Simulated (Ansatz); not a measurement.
Input of an Ansatz 0.2.0 run:

The input input.yaml:

```yaml
crystal:
  lattice:
    - [0.0, 2.82685, 2.82685]
    - [2.82685, 0.0, 2.82685]
    - [2.82685, 2.82685, 0.0]
  atoms:
    - { symbol: As, position: [0.75, 0.75, 0.75] }
    - { symbol: Ga, position: [0.0, 0.0, 0.0] }
hamiltonian:
  xc: lda
  pseudopotentials: { kind: paw }
kpoints:
  mp_grid: { grid: [8, 8, 8] }
scf:
  occupations: { method: gaussian, width: 0.05 }
output:
  forces: true
  stress: true
  eigenvalues: true
```

Potentials or basis: Ansatz PAW.

Command:

```bash
$ ansatz run input.yaml --threads 2 --pin off --max-ram 5632MiB --backend cpu --events-out ev --progress --plain --runs-dir out
```

(1) Predict the pressure.

(2) What does it give for the band gap on the k mesh?

Answers

(1) -1.9 GPa.

(2) 0.28 eV, direct.

Caveat: the PAW data sets come from PBE, with cores solved anew for the run's functional, which leaves a small shift of forces and pressure.

**The experiment to reproduce.**

From “Evidence of valence band perturbations in GaAsN/GaAs(001): A combined variable-angle spectroscopic ellipsometry and modulated photoreflectance investigation”, 2008, arxiv:0805.2212, for a bulk crystal of GaAs at 300 K: band gap 1.418 ± 0.005 eV (direct).

Against the measured gap of GaAs, 1.418 eV (direct; 300 K; “Evidence of valence band perturbations in GaAsN/GaAs(001): A combined variable-angle spectroscopic ellipsometry and modulated photoreflectance investigation”, 2008, arxiv:0805.2212), the calculated 0.28 eV is off by -1.13 eV. So large a miss can be the level of theory's own, or it may mean another phase, state or a wrong row. 3 values of this kind are on record (1.412 to 1.51 eV); this one was drawn at random among those near their median, those with a stated uncertainty first. Spin-orbit coupling on As, Ga is left out. The value is that of LDA, without temperature or zero-point motion. Semilocal functionals fall short of measured gaps as a rule.
